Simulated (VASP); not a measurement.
Set up this calculation in VASP 6.6.1, as the native input.

```yaml
Task: relaxation of cell and atoms
Functional: PBE
Dispersion: D3(BJ)
Potentials_or_basis: VASP PAW PBE potentials, release 64 (Pt, Se)
Cutoff: 520 eV
k_mesh: 9 × 9 × 6
Occupations: gaussian, width 0.02 eV
Spin: no spin polarisation
Further_INCAR_settings: ALGO = Normal; EDIFF = 1e-07; AMIX = 0.2; IBRION = 2; EDIFFG = -0.002; NSW = 80; ISIF = 3
```

The structure of PtSe2 lies in POSCAR:

```
PtSe2
1.0
    3.7240000000      0.0000000000      0.0000000000
   -1.8620000000      3.2250786000      0.0000000000
    0.0000000000      0.0000000000      5.0620000000
Pt Se
1 2
Direct
    0.0000000000      0.0000000000      0.0000000000
    0.3333333300      0.6666666700      0.2500000000
    0.6666666700      0.3333333300      0.7500000000
```

The input as run:

INCAR

```
SYSTEM = PtSe2
  PREC = Accurate
  ENCUT = 520
  EDIFF = 1E-7
  ISMEAR = 0
  SIGMA = 0.02
  LREAL = .False.
  LASPH = .True.
  NELM = 100
  ALGO = Normal
  ISIF = 3
  LWAVE = .False.
  LCHARG = .False.
  GGA = PE
  IVDW = 12
  IBRION = 2
  NSW = 80
  EDIFFG = -0.002
  AMIX = 0.2
```

KPOINTS

```
regular mesh
0
Gamma
  9 9 6
  0 0 0
```

Potentials or basis: VASP PAW PBE potentials, release 64 (Pt, Se).

Run with:

```bash
$ cat potpaw_PBE.64/Pt/POTCAR potpaw_PBE.64/Se/POTCAR > POTCAR
$ mpirun -np 1 vasp_std > vasp.out
```

It gave:

The relaxed volume is 19.79 Å³/atom, the relaxed cell is a = 3.769 Å, b = 3.769 Å, c = 4.825 Å, α = 90.00°, β = 90.00°, γ = 120.00° and the space group after relaxing (to 0.05 Å) is P-3m1 (No. 164). The energy gained by relaxing is 16.5 meV/atom. The ionic steps are 15, the pressure after relaxing is 0.0 GPa and the band gap on the k mesh is none (metal or under the smearing width). The dispersion energy per atom is -0.490 eV.

Caveat: pairwise dispersion overbinds metals, which lowers pressure and volume.

Wall time 4 min on 1 thread of AMD EPYC 9R45 96-Core Processor (Zen 5) (shared host), peak memory 0.21 GiB.
